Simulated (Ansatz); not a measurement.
**Stack of 1T-PdTe2 under 1T-SrCl2, shifted by a third of the diagonal in a perpendicular field**

Aim: how the stack of 1T-PdTe2 under 1T-SrCl2, shifted by a third of the diagonal screens a field along its normal, and what the field does to its bands. A positive field points along +c.

Method: plane-wave DFT, PBE-D3(BJ), Ansatz PAW, in the first sound run; inputs show where later runs differ, in Ansatz 0.2.0.

### Step 1. The starting structure

The cell holds 6 atoms: 2 Te, 1 Pd, 2 Cl and 1 Sr. Cell: a = 4.019 Å, b = 4.019 Å, c = 49.412 Å, α = 90.0°, β = 90.0°, γ = 120.0°. Regions: layer 1: 1T-PdTe2, 3 atoms (2 Te and 1 Pd); layer 2: 1T-SrCl2, 3 atoms (2 Cl and 1 Sr). Vacuum lies along c.

### Step 2. Relaxation

The starting cell is a guess, so the in-plane lattice and the atoms are relaxed first, with the slab cut off from its images along the normal.

Contents of input.yaml:

```yaml
crystal:
  lattice:
    - [4.0190325, 0.0, 0.0]
    - [-2.00951625, 3.4805842436, 0.0]
    - [0.0, 0.0, 49.4118448765]
  atoms:
    - { symbol: Te, position: [0.6666666667, 0.3333333333, 0.4067850543] }
    - { symbol: Pd, position: [0.0, 0.0, 0.432497492] }
    - { symbol: Te, position: [0.3333333333, 0.6666666667, 0.4582099297] }
    - { symbol: Cl, position: [0.0, 0.0, 0.5229717293] }
    - { symbol: Sr, position: [0.3333333333, 0.6666666667, 0.5580933375] }
    - { symbol: Cl, position: [0.6666666667, 0.3333333333, 0.5932149457] }
  periodic: [true, true, false]
kpoints:
  mp_grid: { grid: [12, 12, 1] }
hamiltonian:
  xc: pbe
  dispersion: d3bj
scf:
  occupations: { method: fermi_dirac, width: 0.05 }
  convergence: { dr2_threshold: 1.0e-09 }
relax:
  f_tol: 0.004
  max_steps: 90
  cell: {}
output:
  write_potential: true
  write_density: true
  volumetric_format: npy
```

Command:

```sh
$ ansatz run input.yaml --threads 4 --pin off --max-ram 6144MiB --backend cpu --events-out ev --progress --plain --runs-dir out
```

Numbers of over 12 decimals in the logs are rounded to 6 here.

The log of the run:

```text
Warning: relax.cell: scf.convergence.dr2_threshold = 1e-9 eV is looser than the 1.62559781863e-10 eV advised for a relaxation that steers and ends on the stress (1e-10 eV for each atom of the cell: 6, times the square of relax.cell.stress_2d_tol = 0.05 N/m over 19.2 Å (the atoms' height at the walk's start and 5 Å past either face), 2.603e-2 GPa, over a crystal's default 0.05). What an SCF threshold leaves in a stress goes as its square root, and in the free energy as the threshold itself, and one threshold admits the most on a small cell: [figures from the program's tests cut] Set scf.convergence.dr2_threshold to 1.62559781863e-10 eV or tighter. [rest of the remark cut]
Engine: ansatz 0.2.0, x86_64-unknown-linux-gnu
Pseudopotentials: kind: paw
Pseudopotential: Te, paw, valence charge 16, recommended cutoff 420 eV (normal), Te.paw.azcp
Pseudopotential: Pd, paw, valence charge 18, recommended cutoff 420 eV (normal), Pd.paw.azcp
Pseudopotential: Cl, paw, valence charge 7, recommended cutoff 420 eV (normal), Cl.paw.azcp
Pseudopotential: Sr, paw, valence charge 10, recommended cutoff 420 eV (normal), Sr.paw.azcp
Functional definition: PBE
  parameter kappa = 0.804
  parameter beta = 0.066725
  exchange = pbe_x(kappa = kappa, mu = beta*pi^2/3)
  correlation = pbe_c(beta = beta)
Crystal: 6 atoms, lattice volume = 691.202 Å³
Basis set: ecut = 420 eV, 13557 PW (Γ), exchange–correlation on 54×54×720 points (8 copies of the dense FFT grid, shifted against one another)
Bands: 45, of which v1, the nominal top of the filled ones, is band 37 counted from 1 (36 counted from 0)
Symmetry: 6 space group operations
Space group: P3m1 (ITA 156), of the structure as read, at distance tolerance 8.8e-5 Å
k-points: 19 of 144 (time reversal used)
Non-local potential: Te, projectors of the file, l = 0: 2, l = 1: 2, l = 2: 2, l = 3: 2
Non-local potential: Pd, projectors of the file, l = 0: 2, l = 1: 2, l = 2: 2, l = 3: 1
Non-local potential: Cl, projectors of the file, l = 0: 2, l = 1: 2, l = 2: 2
Non-local potential: Sr, projectors of the file, l = 0: 3, l = 1: 2, l = 2: 2
PAW form: soft (Blöchl's): semilocal exchange-correlation on the pseudo side does not see the compensation charge
PAW one-centre angular grid: Te, 590 points (default); XC on 64 Gauss nodes
PAW one-centre angular grid: Pd, 590 points (default); XC on 64 Gauss nodes
PAW one-centre angular grid: Cl, 110 points (default); XC on 64 Gauss nodes
PAW one-centre angular grid: Sr, 110 points (default); XC on 64 Gauss nodes
Initial density: superposition of atomic densities (neutral atoms: chi_scale 0, normalization atom), corrected by the library's trained network
Initial wavefunctions: pseudopotential atomic-orbital guess
Functional: x = pbe(κ = 0.804, μ = 0.219515), c = pbe(β = 0.066725)
SCF iter   1: F=—  HF=-26645.270222 eV  |F-HF|=—  |Δ(HF+E_count)|=         —  Δρ=1.40e-3  dr2=9.45e-2  ethr=1.77e-3  ⟨swp⟩=22.1  Hψ=7277  notcnv=0  defer=17
preconditioner: auto → LDOS  [insulator: Δε(μ)=0.452 eV  Ē_g=10.863 eV  σ=0.050 eV  W_gap=0.98  n_scr=82 (ndim 8)  ℏωp=9.4 eV  f_vac=0.740  D(μ)=0.07/eV (n_scr^D=2)  ε∞_Penn≈1.7  β→1.0]
SCF iter   2: F=—  HF=-26645.333063 eV  |F-HF|=—  |Δ(HF+E_count)|=   6.28e-2  Δρ=3.16e-3  dr2=3.81e-1  ethr=1.28e-4  ⟨swp⟩=8.4  Hψ=2588  notcnv=0  defer=33
SCF iter   3: F=—  HF=-26645.258122 eV  |F-HF|=—  |Δ(HF+E_count)|=   7.49e-2  Δρ=8.62e-4  dr2=1.80e-2  ethr=1.28e-4  ⟨swp⟩=6.9  Hψ=2239  notcnv=0  defer=20
SCF iter   4: F=—  HF=-26645.254134 eV  |F-HF|=—  |Δ(HF+E_count)|=   3.99e-3  Δρ=4.25e-4  dr2=1.99e-3  ethr=2.43e-5  ⟨swp⟩=4.4  Hψ=1785  notcnv=0  defer=32
SCF iter   5: F=—  HF=-26645.253934 eV  |F-HF|=—  |Δ(HF+E_count)|=   2.00e-4  Δρ=7.12e-5  dr2=3.98e-5  ethr=2.69e-6  ⟨swp⟩=2.8  Hψ=1450  notcnv=0  defer=32
SCF iter   6: F=—  HF=-26645.253937 eV  |F-HF|=—  |Δ(HF+E_count)|=   2.99e-6  Δρ=2.85e-5  dr2=1.04e-5  ethr=5.38e-8  ⟨swp⟩=3.1  Hψ=1855  notcnv=0  defer=32
SCF iter   7: F=—  HF=-26645.253952 eV  |F-HF|=—  |Δ(HF+E_count)|=   1.51e-5  Δρ=9.74e-6  dr2=1.48e-6  ethr=1.40e-8  ⟨swp⟩=2.8  Hψ=1593  notcnv=0  defer=32
SCF iter   8: F=—  HF=-26645.254006 eV  |F-HF|=—  |Δ(HF+E_count)|=   5.35e-5  Δρ=3.99e-6  dr2=2.00e-7  ethr=2.00e-9  ⟨swp⟩=2.9  Hψ=1412  notcnv=0  defer=32
SCF iter   9: F=—  HF=-26645.254006 eV  |F-HF|=—  |Δ(HF+E_count)|=   1.14e-7  Δρ=1.62e-6  dr2=1.98e-8  ethr=2.71e-10  ⟨swp⟩=3.2  Hψ=1717  notcnv=0  defer=32
SCF iter  10: F=—  HF=-26645.254006 eV  |F-HF|=—  |Δ(HF+E_count)|=   5.18e-8  Δρ=4.40e-7  dr2=1.14e-9  ethr=2.67e-11  ⟨swp⟩=3.4  Hψ=1716  notcnv=0  defer=32
SCF iter  11: F=-26645.254006 eV  HF=-26645.254006 eV  |F-HF|=3.78e-9  |Δ(HF+E_count)|=   1.37e-8  Δρ=1.53e-7  dr2=2.59e-10  ethr=1.35e-12  ⟨swp⟩=12.7  Hψ=6612  notcnv=0
SCF 1 converged in 11 iterations: F = -26645.254006 eV  dr2 = 2.59e-10
  greatest PAW one-centre occupation: 0.999 electrons in one spin orbital (limit 2), on the Pd atom at site 1 (counted from 0), in its partial waves of l = 0
relax step   1: F+E_penalty+E_count = -26645.25400593 eV  Δ(F+E_penalty+E_count) = +0.000e0 eV  max|allowed force component| = 1.000e0 eV/Å  Δτ_max = 0.0000 Å  P = +3.478 N/m  Ω = 691.202 Å³  fix = [c, alpha, beta]  reactions: c +0.000 N/m  (11 SCF iters, accepted)
Crystal: 6 atoms, lattice volume = 702.256 Å³
Basis set: ecut = 420 eV, 13737 PW (Γ), exchange–correlation on 54×54×720 points (8 copies of the dense FFT grid, shifted against one another)
Initial density: handed on by an earlier stage of this run
Initial wavefunctions: those handed on with the density
iter 1 solved again at ethr=1.49e-4 eV; its pass at ethr=3.10e-3 eV (dr2=1.10e-1 eV) is discarded
SCF iter   1: F=—  HF=-26645.365604 eV  |F-HF|=—  |Δ(HF+E_count)|=         —  Δρ=3.53e-3  dr2=1.12e-1  ethr=1.49e-4  ⟨swp⟩=4.5  Hψ=6251  notcnv=0
preconditioner: auto → LDOS  [insulator: Δε(μ)=0.134 eV  Ē_g=8.892 eV  σ=0.050 eV  W_gap=0.55  n_scr=82 (ndim 8)  ℏωp=8.6 eV  f_vac=0.738  D(μ)=0.53/eV (n_scr^D=4)  ε∞_Penn≈1.9  β→1.0]
SCF iter   2: F=—  HF=-26645.431146 eV  |F-HF|=—  |Δ(HF+E_count)|=   6.55e-2  Δρ=4.33e-3  dr2=3.68e-1  ethr=1.49e-4  ⟨swp⟩=6.0  Hψ=2702  notcnv=0  defer=17  recentre
SCF iter   3: F=—  HF=-26645.346017 eV  |F-HF|=—  |Δ(HF+E_count)|=   8.51e-2  Δρ=1.42e-3  dr2=1.90e-2  ethr=1.49e-4  ⟨swp⟩=6.3  Hψ=2473  notcnv=0  defer=33
SCF iter   4: F=—  HF=-26645.344001 eV  |F-HF|=—  |Δ(HF+E_count)|=   2.02e-3  Δρ=5.90e-4  dr2=3.44e-3  ethr=2.57e-5  ⟨swp⟩=2.8  Hψ=1349  notcnv=0  defer=32
SCF iter   5: F=—  HF=-26645.343522 eV  |F-HF|=—  |Δ(HF+E_count)|=   4.80e-4  Δρ=8.02e-5  dr2=3.35e-5  ethr=4.65e-6  ⟨swp⟩=3.0  Hψ=1353  notcnv=0  defer=32
[...]
relax step   4: F+E_penalty+E_count = -26645.45261658 eV  Δ(F+E_penalty+E_count) = -4.741e-4 eV  max|allowed force component| = 9.461e-2 eV/Å  Δτ_max = 0.0037 Å  P = +0.067 N/m  Ω = 720.898 Å³  energy of the carried Pulay correction = -8.281e-4 eV  fix = [c, alpha, beta]  reactions: c +0.000 N/m  (7 SCF iters, accepted)
[...]
relax step   5: F+E_penalty+E_count = -26645.45425328 eV  Δ(F+E_penalty+E_count) = -1.637e-3 eV  max|allowed force component| = 9.726e-2 eV/Å  Δτ_max = 0.1832 Å  P = +0.211 N/m  Ω = 723.233 Å³  energy of the carried Pulay correction = -8.917e-4 eV  fix = [c, alpha, beta]  reactions: c +0.000 N/m  (11 SCF iters, accepted)
[...]
relax step   6: F+E_penalty+E_count = -26645.45896479 eV  Δ(F+E_penalty+E_count) = -4.712e-3 eV  max|allowed force component| = 1.114e-2 eV/Å  Δτ_max = 0.0624 Å  P = +0.017 N/m  Ω = 724.270 Å³  energy of the carried Pulay correction = -9.199e-4 eV  fix = [c, alpha, beta]  reactions: c +0.000 N/m  (10 SCF iters, accepted)
[...]
relax step   7: F+E_penalty+E_count = -26645.45908611 eV  Δ(F+E_penalty+E_count) = -1.213e-4 eV  max|allowed force component| = 2.257e-3 eV/Å  Δτ_max = 0.0118 Å  P = +0.002 N/m  Ω = 724.054 Å³  energy of the carried Pulay correction = -9.140e-4 eV  fix = [c, alpha, beta]  reactions: c +0.000 N/m  (8 SCF iters, accepted)
Basis set: ecut = 420 eV, 14001 PW (Γ), exchange–correlation on 60×60×720 points (8 copies of the dense FFT grid, shifted against one another)
Initial wavefunctions: pseudopotential atomic-orbital guess (no wavefunctions were taken with the density)
iter 1 solved again at ethr=4.02e-6 eV; its pass at ethr=3.10e-3 eV (dr2=2.98e-3 eV) is discarded
SCF iter   1: F=—  HF=-26645.455051 eV  |F-HF|=—  |Δ(HF+E_count)|=         —  Δρ=1.08e-4  dr2=2.99e-6  ethr=4.02e-6  ⟨swp⟩=4.6  Hψ=9790  notcnv=0
eigensolver tolerance schedule: the retry pair's looser diagonalisation over-reported the residual by 996.26 of it (diagonalisation noise at an unbounded share of the residual, at the tolerance the schedule requests for it); recorded, not acted on — ethr = c·dr2/N_el stays at c = 1.0e-1
preconditioner: auto → LDOS  [insulator: Δε(μ)=0.445 eV  Ē_g=10.754 eV  σ=0.050 eV  W_gap=0.98  n_scr=82 (ndim 8)  ℏωp=9.2 eV  f_vac=0.747  D(μ)=0.08/eV (n_scr^D=2)  ε∞_Penn≈1.7  β→1.0]
SCF iter   2: F=—  HF=-26645.459917 eV  |F-HF|=—  |Δ(HF+E_count)|=   4.87e-3  Δρ=1.36e-5  dr2=2.82e-6  ethr=4.04e-9  ⟨swp⟩=5.4  Hψ=3159  notcnv=0
SCF iter   3: F=—  HF=-26645.459875 eV  |F-HF|=—  |Δ(HF+E_count)|=   4.27e-5  Δρ=8.47e-6  dr2=8.21e-7  ethr=3.81e-9  ⟨swp⟩=3.5  Hψ=1944  notcnv=0
SCF iter   4: F=—  HF=-26645.459905 eV  |F-HF|=—  |Δ(HF+E_count)|=   3.05e-5  Δρ=2.44e-6  dr2=2.97e-8  ethr=1.11e-9  ⟨swp⟩=2.9  Hψ=1275  notcnv=0
SCF iter   5: F=—  HF=-26645.459915 eV  |F-HF|=—  |Δ(HF+E_count)|=   1.01e-5  Δρ=1.13e-6  dr2=2.60e-8  ethr=4.01e-11  ⟨swp⟩=4.1  Hψ=2233  notcnv=0
SCF iter   6: F=—  HF=-26645.459917 eV  |F-HF|=—  |Δ(HF+E_count)|=   1.46e-6  Δρ=2.99e-7  dr2=1.73e-9  ethr=3.51e-11  ⟨swp⟩=2.4  Hψ=1232  notcnv=0
SCF iter   7: F=-26645.459917 eV  HF=-26645.459917 eV  |F-HF|=1.47e-8  |Δ(HF+E_count)|=   1.10e-8  Δρ=9.64e-8  dr2=1.00e-10  ethr=1.35e-12  ⟨swp⟩=21.8  Hψ=7681  notcnv=0
SCF 8 converged in 7 iterations: F = -26645.459917 eV  dr2 = 1.00e-10
relax step   8: F+E_penalty+E_count = -26645.45991654 eV  Δ(F+E_penalty+E_count) = -8.304e-4 eV  max|allowed force component| = 2.257e-3 eV/Å  Δτ_max = 0.0000 Å  P = -0.001 N/m  Ω = 724.054 Å³  fix = [c, alpha, beta]  reactions: c -0.000 N/m  stress off target by 1.08e-3 N/m on what of the cell is left free  SCF on the basis re-selected at this cell (its energy is not comparable with the rows above)  (7 SCF iters)
basis re-selected at this cell: Δ(F+E_penalty+E_count) = -8.304e-4 eV, ΔP = -0.003 N/m vs the last step (what re-selecting the basis moved, of the pressure what is left beyond the Pulay correction that the steps carried, after the strain that the cell walked since its last selection, with what the two solves' SCF thresholds leave and, on support functions, any second-order correction that the steps lacked; it is no measure of the basis error at this ecutwfc). The dense FFT grid was sized anew with the basis: this SCF ran on 30×30×360 points, the steps before it on 27×27×360, so part of this shift can come from that change (see relax.cell in the input reference). [rest of the remark cut]
WARN: The output density's exchange-correlation potential varies sharply where the density is thin. Do not read a vacuum level from v_tot or v_xc, or from such a field of the output density. On a cell that repeats whose density bears no net charge and no dipole along the vacuum's axis use v_es (v_loc + v_h of the components); under efield.dipole_correction with no amplitude use v_es + v_field, which holds any externa [...]
SCF converged after 7 iterations
Free energy (F): -26645.459917 eV
Harris-Foulkes:  -26645.459917 eV  (|F-HF|=1.47e-8)
Internal energy: -26645.458658 eV  (E = F + TS)
E sigma→0 (E₀):  -26645.459287 eV
Entropy (-TS):   -0.001258 eV (-0.210 meV/atom)
Fermi energy:    -4.522593 eV
--- Per-component energies (eV) ---
  E_band       = -1956.623196
  E_kinetic    = 1443.504973
  E_local      = -309173.090434  (includes V_loc(G=0)·N_el)
  E_nonlocal   = -145.196852
  E_hartree    = 153934.642694
  E_xc         = -806.083651
  E_vxc        = -827.523184  (∫ρ·V_xc dr)
  E_paw        = -17088.043702  (= ΣΔE_a)
  E_vpaw       = -1123.604758  (= ΣTr[D̂ρ^β])
  E_aug_tail   = -0.000002  (compensation charges beyond the density's cutoff)
  E_ewald      = 145190.441811
  E_disp       = -1.633496  (pairwise vdW)
  E_smearing   = -0.001258  (= −TS)
  E_closure    = 0.000000  (closes the sum)
  Σ components = -26645.459917   (vs F -26645.459917, Δ=0.00e0)
--- Forces (eV/Å), atoms counted from 1 ---
  atom   1  Te    -0.00000000    -0.00000000     0.00103496
  atom   2  Pd    -0.00000000    -0.00000000    -0.00225628
  atom   3  Te     0.00000000     0.00000000    -0.00040670
  atom   4  Cl     0.00000000     0.00000000     0.00126911
  atom   5  Sr    -0.00000000     0.00000000     0.00009825
  atom   6  Cl    -0.00000000    -0.00000000     0.00026282
  max |Σ_I F_I| component: 2.16e-6 eV/Å
--- 2D stress c σ (N/m, compression-positive) ---
       -0.001077      -0.000000       0.000000
       -0.000000      -0.001077      -0.000000
        0.000000      -0.000000      -0.000000
  P = ½ c Tr σ = -0.0011 N/m
--- Band table (eV; the first three rows and the last of 19) ---
  k-point 0: bands = [... 33 lower, -6.4452, -5.1398, -4.8344, -4.8344, -3.1803, -3.1803, -1.9071, -1.2261, ... 4 higher]
  k-point 1: bands = [... 33 lower, -6.5373, -5.1684, -5.0083, -4.9430, -3.5297, -3.2185, -1.7365, -1.4050, ... 4 higher]
  k-point 2: bands = [... 33 lower, -6.8276, -5.7256, -5.2616, -4.7886, -4.2067, -3.2688, -1.7483, -1.3208, ... 4 higher]
  k-point 18: bands = [... 33 lower, -7.8341, -6.8114, -6.6717, -6.6593, -4.0196, -3.9948, -1.0889, -1.0716, ... 4 higher]
  the weakly bound empty levels are not read free of the cell's end (no_gap_told)
--- Relaxed structure (7 steps of the walk, 7 accepted, 1 SCFs on fresh bases) ---
  F+E_penalty+E_count = -26645.45991654 eV   max|allowed force component| = 2.257e-3 eV/Å   (the final SCF, on the basis selected at the relaxed cell)
  cell:  # Å, volume = 724.0538 Å³
    - [4.113434, 0, 0]
    - [-2.056717, 3.562339, 0]
    - [0, 0, 49.4118448765]
  atoms:
    - { symbol: Te, position: [0.666667, 0.333333, 0.408110] }
    - { symbol: Pd, position: [3.876606710298859e-18, 0, 0.434957] }
    - { symbol: Te, position: [0.333333, 0.666667, 0.461583] }
    - { symbol: Cl, position: [1.7247023846175546e-18, 0, 0.524066] }
    - { symbol: Sr, position: [0.333333, 0.666667, 0.555613] }
    - { symbol: Cl, position: [0.666667, 0.333333, 0.587443] }
```

The job ended after 79 s (4 threads of AMD EPYC 9R14 (Zen 4), shared host; peak memory 1.5 GiB).

The steps of the relaxation:

```csv
step,energy less that of the first step (eV),largest force component (eV/Å),volume (Å³)
1,0.0000,1.0004,691.20
2,-0.0896,0.8313,702.26
3,-0.1981,0.1023,719.71
4,-0.1986,0.0946,720.90
5,-0.2002,0.0973,723.23
6,-0.2050,0.0111,724.27
7,-0.2051,0.0023,724.05
8*,-0.2059,0.0023,724.05
```

Relaxation steps marked * repeat the geometry before them on a plane-wave basis chosen anew for their cell, so energy and pressure can jump there.

Forces are held to the 6 operations that the run works with; a distortion that breaks them can't arise in this run.

| cell as run | before | after | change |
| --- | --- | --- | --- |
| a (Å) | 4.019 | 4.113 | +2.3 % |
| b (Å) | 4.019 | 4.113 | +2.3 % |

The atoms that moved most (Å, along periodic axes as changes of fractional coordinates times the final cell, across vacuum about the mean position):

| atom | dx | dy | dz | length |
| --- | --- | --- | --- | --- |
| Cl6 | 0.000 | 0.000 | -0.285 | 0.285 |
| Te3 | 0.000 | 0.000 | 0.167 | 0.167 |
| Sr5 | 0.000 | 0.000 | -0.123 | 0.123 |
| Pd2 | 0.000 | 0.000 | 0.122 | 0.122 |
| Te1 | 0.000 | 0.000 | 0.065 | 0.065 |
| Cl4 | 0.000 | 0.000 | 0.054 | 0.054 |

Final coordinates:

```xyz
6
Lattice="4.1134 0.0000 0.0000 -2.0567 3.5623 0.0000 0.0000 0.0000 49.4118" Properties=species:S:1:pos:R:3
Te    2.0567    1.1874   20.1655
Pd    0.0000    0.0000   21.4920
Te    0.0000    2.3749   22.8077
Cl    0.0000    0.0000   25.8951
Sr    0.0000    2.3749   27.4539
Cl    2.0567    1.1874   29.0267
```

This step gave:

| Property | Result |
| --- | --- |
| energy at zero smearing | -26645.4593 eV |

The lattice constant a goes from 4.019 to 4.113 Å.

(Part 1 of 4 ends here.)

[Logs are printed without paths, hosts, clocks, repeated set-up lines and the standing remarks that a program may print on its own settings, such as how far it seeks lower states.]

[Hosts, paths, dates, database ids (printed as entryN), source tags and the programs' standing remarks are cut or masked in the printed files.]

[Maps of the electrostatic potential energy from Ansatz leave out the sawtooth potential of an applied field or a dipole correction, so their vacuum need not be flat; planar profiles and work functions include it.]
